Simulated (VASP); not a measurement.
# MnAs (R-3m) in VASP: single point with PBE

Aim: the single point of MnAs with PBE.

Everything below comes from runs of VASP 6.6.1. Logs are shortened: lines on timing, memory, paths and dates and some standing lists are left out, and cuts for length are marked.

## 1. Starting point

It takes space group R-3m (No. 166, trigonal). Conventional cell: a = 3.666 Å, b = 3.666 Å, c = 9.060 Å, α = 90.00°, β = 90.00°, γ = 120.00°. Mn (site symmetry -3m) has 6 As at 2.60 Å as nearest neighbours. As (site symmetry -3m) is surrounded by 6 Mn at 2.60 Å.

The cell was built by a generator and needn't be a form met in nature.

## 2. Single point, PBE, collinear spin, typed start

INCAR reads:

```
PREC = Accurate
ENCUT = 520
EDIFF = 1E-6
ISMEAR = 0
SIGMA = 0.1
LREAL = False
LASPH = True
NELM = 150
ALGO = Normal
ISIF = 2
LWAVE = False
LCHARG = False
ISPIN = 2
MAGMOM = 4 0
LORBIT = 11
LMAXMIX = 4
GGA = PE
NBANDS = 20
```

KPOINTS reads:

```
Automatic mesh
0
Gamma
  6 6 6
```

POSCAR reads:

```
MnAs
1.0
    1.8330000000      1.0582830400      3.0200317900
   -1.8330000000      1.0582830400      3.0200317900
    0.0000000000     -2.1165660900      3.0200317900
Mn As
1 1
Direct
    0.5000000000      0.5000000000      0.5000000000
    0.0000000000      0.0000000000      0.0000000000
```

Potentials or basis: VASP PAW PBE potentials, release 64 (Mn_pv, As).

Launch:

```bash
$ cat potpaw_PBE.64/Mn_pv/POTCAR potpaw_PBE.64/As/POTCAR > POTCAR
$ mpirun -np 1 vasp_std > vasp.out
```

OUTCAR:

```text
PREC = Accurate
   ENCUT = 520
   EDIFF = 1E-6
   ISMEAR = 0
   LREAL = False
   LASPH = True
   NELM = 150
   ISIF = 2
   ISPIN = 2
   LORBIT = 11
   GGA = PE

 ion  position               nearest neighbor table
   1  0.500  0.500  0.500-   2 2.60   2 2.60   2 2.60   2 2.60   2 2.60   2 2.60
   2  0.000  0.000  0.000-   1 2.60   1 2.60   1 2.60   1 2.60   1 2.60   1 2.60

  LATTYP: Found a trigonal (rhomboedric) cell.
 ALAT       =     3.6878779814
 COS(alpha) =     0.5059148075

  Lattice vectors:

 A1 = (   1.8330000000,   1.0582830400,   3.0200317900)
 A2 = (  -1.8330000000,   1.0582830400,   3.0200317900)
 A3 = (   0.0000000000,  -2.1165660900,   3.0200317900)

Analysis of symmetry for initial positions (statically):
=====================================================================
 Subroutine PRICEL returns:
 Original cell was already a primitive cell.

 Routine SETGRP: Setting up the symmetry group for a
 trigonal (rhombohedral) supercell.

 Subroutine GETGRP returns: Found 12 space group operations
 (whereof 12 operations were pure point group operations)
 out of a pool of 12 trial point group operations.

The static configuration has the point symmetry D_3d.

Analysis of symmetry for dynamics (positions and initial velocities):
=====================================================================
 Subroutine PRICEL returns:
 Original cell was already a primitive cell.

 Routine SETGRP: Setting up the symmetry group for a
 trigonal (rhombohedral) supercell.

 Subroutine GETGRP returns: Found 12 space group operations
 (whereof 12 operations were pure point group operations)
 out of a pool of 12 trial point group operations.

The dynamic configuration has the point symmetry D_3d.

Analysis of structural, dynamic, and magnetic symmetry:
=====================================================================
 Subroutine PRICEL returns:
 Original cell was already a primitive cell.

 Routine SETGRP: Setting up the symmetry group for a
 trigonal (rhombohedral) supercell.

 Subroutine GETGRP returns: Found 12 space group operations
 (whereof 12 operations were pure point group operations)
 out of a pool of 12 trial point group operations.

The overall configuration has the point symmetry D_3d.

 Subroutine INISYM returns: Found 12 space group operations
 (whereof 12 operations are pure point group operations),
 and found     1 'primitive' translations

----------------------------------------------------------------------------------------

                                     Primitive cell

[... 114 lines left out ...]
   LORBIT       =     11    0 simple, 1 ext, 2 COOP (PROOUT), +10 PAW based schemes
   GGA     = PE    functional components
   LHFCALC =     F    Hartree Fock is set to
   AEXX    =    0.0000 exact exchange contribution
   IVDW    =     0    specifies the selected vdW correction
   LEPSILON=     F    determine dielectric tensor
   LRPA    =     F    only Hartree local field effects (RPA)
 spin polarized calculation
 Gauss-broadening in eV      SIGMA  =   0.10
  energy-cutoff  :      520.00
  volume of cell :       35.15
 maximum number of plane-waves:       960
   NGX = 13   NGY = 13   NGZ = 13

 number of electron      17.9999991 magnetization       3.6862363

 Free energy of the ion-electron system (eV)
  ---------------------------------------------------
  ext. energy  EPLUGINS =         0.00000000
  ---------------------------------------------------
  free energy    TOTEN  =       -13.84852827 eV

  energy without entropy =      -13.84361256  energy(sigma->0) =      -13.84607042

 E-fermi :   6.5190     XC(G=0): -11.0199

 val. band max:        6.4487756005   @ k =  -0.1667   0.1667   0.0000
 cond. band min:       6.5495974488   @ k =   0.5000   0.1667   0.1667
 fundamental gap:      0.1008218483
 Fermi energy:         6.5190172364

 spin component 1

 k-point     1 :       0.0000    0.0000    0.0000
  band No.  band energies     occupation
      1     -43.7401      1.00000
      2     -43.7381      1.00000
      3     -43.7381      1.00000
      4      -6.4452      1.00000
      5       3.4135      1.00000
      6       3.4387      1.00000
[... 541 lines left out ...]
     19      23.6325      0.00000
     20      25.0073      0.00000

 [... further k-points ...]

 spin component 2

 k-point     1 :       0.0000    0.0000    0.0000
  band No.  band energies     occupation
      1     -39.8890      1.00000
      2     -39.8859      1.00000
      3     -39.8859      1.00000
      4      -6.3976      1.00000
      5       6.5898      0.15837
      6       6.5898      0.15837
[... 541 lines left out ...]
     19      23.4285      0.00000
     20      25.3791      0.00000

 [... further k-points ...]

------------------------ aborting loop because EDIFF is reached ----------------------------------------

  FORCE on cell =-STRESS in cart. coord.  units (eV):
  Direction    XX          YY          ZZ          XY          YZ          ZX
  --------------------------------------------------------------------------------------
  -------------------------------------------------------------------------------------
  Total       -0.3514352     -0.3514352     -0.4703928      0.0000000      0.0000000      0.0000000
  in kB      -16.0187572    -16.0187572    -21.4409583      0.0000000      0.0000000      0.0000000
  external PRESSURE =     -17.8261576 kB  Pullay stress =       0.0000000 kB

 VOLUME and BASIS-vectors are now :
 -----------------------------------------------------------------------------
  energy-cutoff  :      520.00
  volume of cell :       35.15
      direct lattice vectors                 reciprocal lattice vectors
     1.833000000  1.058283040  3.020031790     0.272776869  0.157487798  0.110374114
    -1.833000000  1.058283040  3.020031790    -0.272776869  0.157487798  0.110374114
     0.000000000 -2.116566090  3.020031790     0.000000000 -0.314975597  0.110374114

 POSITION                                       TOTAL-FORCE (eV/Angst)
 -----------------------------------------------------------------------------------
      0.00000     -0.00000      4.53005        -0.000000     -0.000000      0.000000
      0.00000      0.00000      0.00000         0.000000      0.000000     -0.000000
 -----------------------------------------------------------------------------------
    total drift:                               -0.000000     -0.000000      0.000000

  FREE ENERGIE OF THE ION-ELECTRON SYSTEM (eV)
  ---------------------------------------------------
  free  energy   TOTEN  =       -13.8485282739 eV

  energy  without entropy=      -13.8436125635  energy(sigma->0) =      -13.84607042

 total charge

# of ion       s       p       d       tot
------------------------------------------
    1        0.281   6.205   4.994  11.480
    2        1.230   1.523   0.041   2.794
--------------------------------------------------
tot          1.512   7.727   5.035  14.274

 magnetization (x)

# of ion       s       p       d       tot
------------------------------------------
    1        0.069   0.032   3.556   3.657
    2        0.014  -0.133   0.013  -0.107
--------------------------------------------------
tot          0.082  -0.101   3.569   3.550
```

Run time: 43 s. Hardware: 1 thread of Intel Xeon Platinum 8488C (Sapphire Rapids), shared host; peak memory 0.18 GiB.

Results:

* Free energy: -13.8485 eV
* Pressure: -1.8 GPa
* Band gap on the k mesh: none (metal or under the smearing width)
* Net moment: 3.69 μB per cell
* Site moments: Mn +3.66; As -0.11 μB
* Valence electrons inside the program's atomic spheres: Mn 11.48; As 2.79

Levels at points of the mesh, in eV from the Fermi level:
Spin up:
```
           k point  band 6  band 7  band 8  band 9  band 10  band 11  band 12  band 13  band 14  band 15
(0.00, 0.00, 0.00)   -3.08   -3.08   -2.82   -2.82     0.83     0.94     0.94     4.69     9.43     9.57
(0.50, 0.00, 0.00)   -4.07   -4.03   -2.54   -2.52    -2.04     2.81     2.81     4.03     5.89     5.98
(0.50, 0.50, 0.00)   -3.66   -2.55   -2.40   -2.40    -1.79    -1.69    -1.46     1.66     5.86    14.01
(0.50, 0.50, 0.50)   -4.02   -4.02   -2.54   -2.54    -2.07     2.84     2.84     4.13     6.03     6.03
```
Spin down:
| k point | band 3 | band 4 | band 5 | band 6 | band 7 | band 8 | band 9 | band 10 | band 11 | band 12 |
| --- | --- | --- | --- | --- | --- | --- | --- | --- | --- | --- |
| (0.00, 0.00, 0.00) | -46.40 | -12.92 | 0.07 | 0.07 | 0.13 | 0.17 | 0.17 | 0.76 | 0.87 | 0.87 |
| (0.50, 0.00, 0.00) | -46.41 | -10.89 | -5.99 | -2.41 | -2.36 | 1.05 | 1.08 | 1.40 | 4.25 | 4.34 |
| (0.50, 0.50, 0.00) | -46.41 | -10.63 | -4.97 | -1.71 | -1.62 | -1.00 | 0.47 | 1.35 | 1.35 | 1.43 |
| (0.50, 0.50, 0.50) | -46.41 | -10.94 | -6.01 | -2.33 | -2.33 | 1.05 | 1.05 | 1.37 | 4.35 | 4.35 |

Caveat: a cell with one magnetic atom can't hold antiferromagnetic order, which such compounds often take.
